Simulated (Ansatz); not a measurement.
# MnO2 (P6_3/mmc) in Ansatz: a series of runs

The runs below take MnO2 through single point, with PBEsol.

Program: Ansatz 0.2.0. These are calculated values, not measurements. Logs are shortened: lines on timing, memory, paths and dates and some standing lists are left out, and cuts for length are marked.

## Step 1: Starting point

Symmetry: P6_3/mmc, No. 194, hexagonal system. Conventional cell: a = 2.855 Å, b = 2.855 Å, c = 10.222 Å, α = 90.00°, β = 90.00°, γ = 120.00°. Mn (site symmetry -3m) is surrounded by 6 O at 1.90 Å. O (site symmetry 3m) is surrounded by 3 Mn at 1.90 Å.

Measurements of this composition are mostly on another form, of space group No. 136.

## Step 2: Single point, PBEsol, collinear spin, program default start

The input, input.yaml:

```yaml
crystal:
  lattice:
    - [2.8549554371, 0.0, 0.0]
    - [-1.4274777185, 2.4724639352, 0.0]
    - [0.0, 0.0, 10.2217427273]
  atoms:
    - { symbol: Mn, position: [0.0, 0.0, 0.5] }
    - { symbol: Mn, position: [0.0, 0.0, 0.0] }
    - { symbol: O, position: [0.6666666667, 0.3333333333, 0.40685645] }
    - { symbol: O, position: [0.6666666667, 0.3333333333, 0.09314355] }
    - { symbol: O, position: [0.3333333333, 0.6666666667, 0.59314355] }
    - { symbol: O, position: [0.3333333333, 0.6666666667, 0.90685645] }
hamiltonian:
  xc: pbesol
  pseudopotentials: { kind: paw }
magnetization:
  spin_polarized: true
  initial_magnetization: 0.0
  spin_locking: { lock_magnetization: hard }
kpoints:
  mp_grid: { grid: [9, 9, 3] }
scf:
  occupations: { method: fermi_dirac, width: 0.05 }
  lower_state_search: "off"
output:
  forces: true
  stress: true
  eigenvalues: true
```

Potentials or basis: Ansatz PAW.

On the command line:

```bash
> ansatz run input.yaml --threads 2 --pin off --max-ram 5632MiB --backend cpu --events-out ev --progress --plain --runs-dir out
```

The program printed:

```text
Warning: output.stress: scf.convergence.dr2_threshold = 1e-7 eV (the SCF's general default) is looser than the 6e-10 eV advised for a printed stress (1e-10 eV for each atom of the cell: 6). What an SCF threshold leaves in a stress goes as its square root, and in the free energy as the threshold itself, and one threshold admits the most on a small cell: of the crystals measured, under no hybrid functional and no lock of the moments, on runs that ended without the residual-converged pass, on stresses that held no estimate of that error, the worst erred by over 100 MPa in a component at 1e-7 eV an atom and by under 5 at 1e-10. Set scf.convergence.dr2_threshold to 6e-10 eV or tighter. The threshold is an SCF's pass mark: one that does not reach it within its budget of iterations ends unconverged, or closes short of it on a stop that the run arms, and scf.convergence.dr2_threshold's page says what that costs each kind of run
Warning: RAYON_NUM_THREADS=2 ignored (pool sized by the plan → 2); use --threads N
Engine: ansatz 0.2.0, x86_64-unknown-linux-gnu
Pseudopotentials: kind: paw
Pseudopotential: Mn, paw, valence charge 15, recommended cutoff 420 eV (normal), Mn.paw.azcp
Pseudopotential: O, paw, valence charge 6, recommended cutoff 420 eV (normal), O.paw.azcp
Functional definition: PBEsol
  exchange = pbesol_x
  correlation = pbesol_c
Crystal: 6 atoms, lattice volume = 72.153 Å³
Basis set: ecut = 420 eV, 1427 PW (Γ), exchange–correlation on 40×40×144 points (8 copies of the dense FFT grid, shifted against one another)
Bands: 33, of which v1, the nominal top of the filled ones, is band 27 counted from 1 (26 counted from 0)
Symmetry: 24 space group operations
Space group: P63/mmc (ITA 194), of the structure as read, at distance tolerance 4.2e-5 Å
k-points: 24 of 243
Non-local potential: Mn, projectors of the file, l = 0: 3, l = 1: 2, l = 2: 3, l = 3: 1
Non-local potential: O, projectors of the file, l = 0: 2, l = 1: 2, l = 2: 1
PAW form: soft (Blöchl's): semilocal exchange-correlation on the pseudo side does not see the compensation charge
PAW frozen core: Mn, regenerated for the run's functional, and the local potential with it (the file was generated under x = pbe(κ = 0.804, μ = 0.2195149727645171), c = pbe(β = 0.06672455060314922))
PAW frozen core: O, regenerated for the run's functional, and the local potential with it (the file was generated under x = pbe(κ = 0.804, μ = 0.2195149727645171), c = pbe(β = 0.06672455060314922))
PAW one-centre angular grid: Mn, 590 points (default); XC on 64 Gauss nodes
PAW one-centre angular grid: O, 110 points (default); XC on 64 Gauss nodes
Initial density: superposition of atomic densities (chi_scale 0.1, normalization cell, long waves kept (reshape's long-wave potential 0.21 eV rms))
Initial wavefunctions: pseudopotential atomic-orbital guess
Functional: x = pbesol(κ = 0.804, μ = 0.12345679012345678), c = pbesol(β = 0.046)
SCF iter   1: F=—  HF=-9989.405333 eV  |F-HF|=—  |Δ(HF+E_count)|=         —  Δρ=2.28e-1 (↑2.28e-1 ↓2.28e-1)  dr2=1.63e2  dr2_m=0.00e0  M=0.000 μB ∫|m|=0.000 μB  β_m=0.30  ethr=3.10e-3  ⟨swp⟩=7.2  Hψ=3326  notcnv=0
preconditioner: auto → none  [metal: Δε(μ)=0.049 eV  Ē_g=7.424 eV  σ=0.050 eV  W_gap=0.24  n_scr=14 (ndim 8)  ℏωp=26.9 eV  f_vac=0.193  D(μ)=5.25/eV (n_scr^D=64)  sad-step TF]
SCF iter   2: F=—  HF=-9985.579863 eV  |F-HF|=—  |Δ(HF+E_count)|=    3.83e0  Δρ=1.41e-1 (↑1.41e-1 ↓1.41e-1)  dr2=4.34e1  dr2_m=0.00e0  M=0.000 μB ∫|m|=0.000 μB  β_m=0.24  ethr=3.10e-3  ⟨swp⟩=4.0  Hψ=2273  notcnv=0
SCF iter   3: F=—  HF=-9979.655038 eV  |F-HF|=—  |Δ(HF+E_count)|=    5.92e0  Δρ=6.91e-2 (↑6.91e-2 ↓6.91e-2)  dr2=1.02e1  dr2_m=0.00e0  M=0.000 μB ∫|m|=0.000 μB  β_m=0.30  ethr=3.10e-3  ⟨swp⟩=3.0  Hψ=1816  notcnv=0
SCF iter   4: F=—  HF=-9978.525699 eV  |F-HF|=—  |Δ(HF+E_count)|=    1.13e0  Δρ=1.73e-2 (↑1.73e-2 ↓1.73e-2)  dr2=6.93e-1  dr2_m=0.00e0  M=0.000 μB ∫|m|=0.000 μB  β_m=0.38  ethr=3.10e-3  ⟨swp⟩=3.0  Hψ=1816  notcnv=0
SCF iter   5: F=—  HF=-9978.509299 eV  |F-HF|=—  |Δ(HF+E_count)|=   1.64e-2  Δρ=5.33e-3 (↑5.33e-3 ↓5.33e-3)  dr2=4.51e-2  dr2_m=0.00e0  M=0.000 μB ∫|m|=0.000 μB  β_m=0.41  ethr=1.28e-3  ⟨swp⟩=2.0  Hψ=1082  notcnv=0
SCF iter   6: F=—  HF=-9978.530799 eV  |F-HF|=—  |Δ(HF+E_count)|=   2.15e-2  Δρ=6.56e-3 (↑6.56e-3 ↓6.56e-3)  dr2=1.22e-1  dr2_m=0.00e0  M=0.000 μB ∫|m|=0.000 μB  β_m=0.41  ethr=8.35e-5  ⟨swp⟩=2.0  Hψ=1213  notcnv=0
SCF iter   7: F=—  HF=-9978.522009 eV  |F-HF|=—  |Δ(HF+E_count)|=   8.79e-3  Δρ=2.18e-3 (↑2.18e-3 ↓2.18e-3)  dr2=1.41e-2  dr2_m=0.00e0  M=0.000 μB ∫|m|=0.000 μB  β_m=0.53  ethr=8.35e-5  ⟨swp⟩=2.1  Hψ=1210  notcnv=0
SCF iter   8: F=—  HF=-9978.520627 eV  |F-HF|=—  |Δ(HF+E_count)|=   1.38e-3  Δρ=5.27e-4 (↑5.27e-4 ↓5.27e-4)  dr2=7.61e-4  dr2_m=0.00e0  M=0.000 μB ∫|m|=0.000 μB  β_m=0.76  ethr=2.60e-5  ⟨swp⟩=1.7  Hψ=809  notcnv=0
SCF iter   9: F=—  HF=-9978.520548 eV  |F-HF|=—  |Δ(HF+E_count)|=   7.87e-5  Δρ=5.48e-5 (↑5.48e-5 ↓5.48e-5)  dr2=8.20e-6  dr2_m=0.00e0  M=0.000 μB ∫|m|=0.000 μB  β_m=0.71  ethr=1.41e-6  ⟨swp⟩=1.8  Hψ=989  notcnv=0
SCF iter  10: F=—  HF=-9978.520553 eV  |F-HF|=—  |Δ(HF+E_count)|=   5.01e-6  Δρ=5.97e-5 (↑5.97e-5 ↓5.97e-5)  dr2=9.84e-6  dr2_m=0.00e0  M=0.000 μB ∫|m|=0.000 μB  β_m=0.71  ethr=1.52e-8  ⟨swp⟩=2.0  Hψ=1279  notcnv=0
SCF iter  11: F=-9978.520552 eV  HF=-9978.520552 eV  |F-HF|=3.78e-10  |Δ(HF+E_count)|=   9.99e-7  Δρ=1.84e-6 (↑1.84e-6 ↓1.84e-6)  dr2=3.62e-9  dr2_m=0.00e0  M=0.000 μB ∫|m|=0.000 μB  ethr=1.85e-10  ⟨swp⟩=5.4  Hψ=3987  notcnv=0
SCF 1 converged in 11 iterations: F = -9978.520552 eV  dr2 = 3.62e-9
SCF converged after 11 iterations
Stability checked in part: among states of this total moment the steps that led to this state did not find it unstable. No probe was made; neither looks for a lower state of another moment (fixed_total_moment; see scf.lower_state_search)
Magnetization: 0.0000 μB (27.0000 up, 27.0000 down)
Absolute magnetization: 0.0000 μB (∫|ρ↑−ρ↓|)
Spin contamination: 0.0000 ħ² per cell (⟨S²⟩ above its minimum at these occupations)
Per-site moments (μB) at R_I (Å): [(0.0, 0.7852030142042465), (0.0, 0.7852030142042467), (0.0, 0.7852030142042468), (0.0, 0.7852030142042467), (0.0, 0.7852030142042465), (0.0, 0.7852030142042468)]
Free energy (F): -9978.520552 eV
Harris-Foulkes:  -9978.520552 eV  (|F-HF|=3.78e-10)
Internal energy: -9978.431713 eV  (E = F + TS)
E sigma→0 (E₀):  -9978.476133 eV
Entropy (-TS):   -0.088839 eV (-14.806 meV/atom)
Fermi energy:    6.603055 (↑ 6.603055, ↓ 6.603055) eV
--- Per-component energies (eV) ---
  E_band       = -798.813512
  E_kinetic    = 1297.558462
  E_local      = -8292.806909  (includes V_loc(G=0)·N_el)
  E_nonlocal   = 666.759769
  E_hartree    = 3452.611594
  E_xc         = -514.924068
  E_vxc        = -661.184344  (∫ρ·V_xc dr)
  E_paw        = -3135.392779  (= ΣΔE_a)
  E_vpaw       = -714.371550  (= ΣTr[D̂ρ^β])
  E_aug_tail   = 0.009429  (compensation charges beyond the density's cutoff)
  E_ewald      = -3452.727662
  E_core_change = 0.480452  (= ΣΔE_core)
  E_smearing   = -0.088839  (= −TS)
  E_closure    = -0.000000  (closes the sum)
  Σ components = -9978.520552   (vs F -9978.520552, Δ=0.00e0)
--- Forces (eV/Å), atoms counted from 1 ---
  atom   1  Mn     0.00000000    -0.00000000     0.00000000
  atom   2  Mn     0.00000000    -0.00000000     0.00000000
  atom   3  O     -0.00000000     0.00000000     0.52028745
  atom   4  O     -0.00000000     0.00000000    -0.52028745
  atom   5  O      0.00000000    -0.00000000    -0.52028745
  atom   6  O      0.00000000    -0.00000000     0.52028745
  max |Σ_I F_I| component: 1.11e-16 eV/Å
--- Stress (GPa, compression-positive) ---
      -14.792515       0.000000       0.000000
        0.000000     -14.792515       0.000000
        0.000000       0.000000      -4.194589
  P = ⅓ Tr σ = -11.2599 GPa (-112.599 kbar)
--- Band table (eV; the first three rows and the last of 48) ---
  k-point 0 ↑: bands = ["-73.1606", "-73.1606", "-42.0261", "-42.0261", "-42.0261", "-42.0261", "-41.8597", "-41.8596", "-13.2531", "-13.2124", "-11.1513", "-11.0794", "0.5380", "0.8718", "0.8718", "0.8795", "0.8795", "0.9552", "3.9590", "4.7042", "4.7477", "4.7477", "4.7706", "4.7706", "5.7419", "5.7419", "5.7436", "5.7436", "7.4462", "7.6036", "9.9215", "9.9215", "9.9430"]
  k-point 1 ↑: bands = ["-73.1606", "-73.1606", "-42.0261", "-42.0261", "-42.0261", "-42.0261", "-41.8596", "-41.8596", "-13.2431", "-13.2228", "-11.1331", "-11.0972", "0.6309", "0.8377", "0.8739", "0.8739", "0.8776", "0.8776", "4.1505", "4.5206", "4.7537", "4.7537", "4.7650", "4.7650", "5.7424", "5.7424", "5.7432", "5.7432", "7.4926", "7.5704", "9.9271", "9.9271", "9.9377"]
  k-point 2 ↑: bands = ["-73.1582", "-73.1582", "-42.0478", "-42.0478", "-42.0309", "-42.0309", "-41.8559", "-41.8559", "-13.0965", "-13.0562", "-11.1846", "-11.1174", "0.6984", "0.7351", "0.7792", "0.9863", "0.9947", "1.1201", "3.8672", "3.9274", "4.2794", "4.2970", "4.2991", "4.8930", "6.0417", "6.0837", "6.1619", "6.1680", "7.4327", "7.5952", "9.5352", "9.6164", "9.8326"]
  k-point 23 ↓: bands = ["-73.1375", "-73.1375", "-42.1526", "-42.1526", "-42.1526", "-42.1526", "-41.8235", "-41.8235", "-11.5127", "-11.5127", "-11.4787", "-11.4787", "0.6858", "0.6858", "0.7244", "0.7244", "1.3614", "1.3976", "2.9411", "2.9411", "3.1864", "3.1864", "3.3078", "3.3605", "6.0598", "6.0690", "6.9496", "6.9496", "7.0216", "7.0216", "9.2353", "9.2353", "9.2835"]
```

Run time: 0.92 s. Hardware: 2 threads of AMD EPYC 9R45 (Zen 5), shared host; peak memory 0.41 GiB.

Results:

| Item | Value |
| --- | --- |
| Free energy | -9978.5206 eV |
| Pressure | -11.3 GPa |
| Largest force | 0.520 eV/Å |
| Net moment | 0.00 μB per cell |
| Absolute moment | 0.00 μB per cell |

Forces on the atoms (eV/Å):
```
Mn   0.000  0.000  0.000
Mn   0.000  0.000  0.000
O    0.000  0.000  0.520
O    0.000  0.000 -0.520
O    0.000  0.000 -0.520
O    0.000  0.000  0.520
```

Stress tensor (GPa, compression positive):
```
-14.79   0.00   0.00
  0.00 -14.79   0.00
  0.00   0.00  -4.19
```

Caveat: the pressure holds a Pulay correction of +0.7 GPa for the finite cutoff; the total moment is fixed, so each spin has its own Fermi level; the PAW data sets come from PBE, with cores solved anew for the run's functional, which leaves a small shift of forces and pressure; the thresholds are loose for stress.

## Step 3: Single point, PBEsol, collinear spin, ferromagnetic start

input.yaml: that of step 2 with these lines changed.

```diff
@@ -6,4 +6,4 @@
   atoms:
-    - { symbol: Mn, position: [0.0, 0.0, 0.5] }
-    - { symbol: Mn, position: [0.0, 0.0, 0.0] }
+    - { symbol: Mn, position: [0.0, 0.0, 0.5], spin: 1.0 }
+    - { symbol: Mn, position: [0.0, 0.0, 0.0], spin: 1.0 }
     - { symbol: O, position: [0.6666666667, 0.3333333333, 0.40685645] }
@@ -17,3 +17,3 @@
   spin_polarized: true
-  initial_magnetization: 0.0
+  initial_magnetization: 2.0
   spin_locking: { lock_magnetization: hard }
@@ -28 +28,5 @@
   eigenvalues: true
+  write_density: true
+  write_potential: true
+  elf: true
+  volumetric_format: npy
```

Potentials or basis: Ansatz PAW.

On the command line:

```bash
> ansatz run input.yaml --threads 2 --pin off --max-ram 5632MiB --backend cpu --events-out ev --progress --plain --runs-dir out
```

Run time: 2.4 s. Hardware: 2 threads of AMD EPYC 9R45 (Zen 5), shared host; peak memory 0.43 GiB.

Results (log left out):

| Item | Value |
| --- | --- |
| Free energy | -9978.9237 eV |
| Pressure | -9.4 GPa |
| Largest force | 0.370 eV/Å |
| Net moment | 2.00 μB per cell |
| Absolute moment | 2.38 μB per cell |
| Site moments | Mn +0.87; O +0.00 μB |

Forces in eV/Å, atoms in the order of the input:
```
Mn   0.000  0.000  0.000
Mn   0.000  0.000  0.000
O    0.000  0.000  0.370
O    0.000  0.000 -0.370
O    0.000  0.000 -0.370
O    0.000  0.000  0.370
```

Stress tensor (GPa, compression positive):
```
-12.62   0.00   0.00
  0.00 -12.62   0.00
  0.00   0.00  -2.99
```

Caveat: the pressure holds a Pulay correction of +0.7 GPa for the finite cutoff; the total moment is fixed, so each spin has its own Fermi level; only a ferromagnetic start was run, and an antiferromagnetic order may lie lower in energy; the PAW data sets come from PBE, with cores solved anew for the run's functional, which leaves a small shift of forces and pressure; the thresholds are loose for stress.

## Step 4: Single point, PBEsol, collinear spin, ferromagnetic start

input.yaml: that of step 3 with these lines changed.

```diff
@@ -6,4 +6,4 @@
   atoms:
-    - { symbol: Mn, position: [0.0, 0.0, 0.5], spin: 1.0 }
-    - { symbol: Mn, position: [0.0, 0.0, 0.0], spin: 1.0 }
+    - { symbol: Mn, position: [0.0, 0.0, 0.5], spin: 2.0 }
+    - { symbol: Mn, position: [0.0, 0.0, 0.0], spin: 2.0 }
     - { symbol: O, position: [0.6666666667, 0.3333333333, 0.40685645] }
@@ -17,3 +17,3 @@
   spin_polarized: true
-  initial_magnetization: 2.0
+  initial_magnetization: 4.0
   spin_locking: { lock_magnetization: hard }
@@ -28,5 +28 @@
   eigenvalues: true
-  write_density: true
-  write_potential: true
-  elf: true
-  volumetric_format: npy
```

On the command line:

```bash
> ansatz run input.yaml --threads 2 --pin off --max-ram 5632MiB --backend cpu --events-out ev --progress --plain --runs-dir out
```

Run time: 2 s. Hardware: 2 threads of AMD EPYC 9R45 (Zen 5), shared host; peak memory 0.45 GiB.

Results (log left out):

```
Free energy     : -9979.7139 eV
Pressure        : -6.9 GPa
Largest force   : 0.540 eV/Å
Net moment      : 4.00 μB per cell
Absolute moment : 4.10 μB per cell
Site moments    : Mn +1.70; O +0.01 μB
```

Forces in eV/Å, atoms in the order of the input:
```
Mn   0.000  0.000  0.000
Mn   0.000  0.000  0.000
O    0.000  0.000  0.540
O    0.000  0.000 -0.540
O    0.000  0.000 -0.540
O    0.000  0.000  0.540
```

Stress tensor (GPa, compression positive):
```
-8.17  0.00  0.00
 0.00 -8.17  0.00
 0.00  0.00 -4.40
```

Caveat: the pressure holds a Pulay correction of +0.7 GPa for the finite cutoff; the total moment is fixed, so each spin has its own Fermi level; only a ferromagnetic start was run, and an antiferromagnetic order may lie lower in energy; the PAW data sets come from PBE, with cores solved anew for the run's functional, which leaves a small shift of forces and pressure; the thresholds are loose for stress.

(Continued in part 2 of 2.)
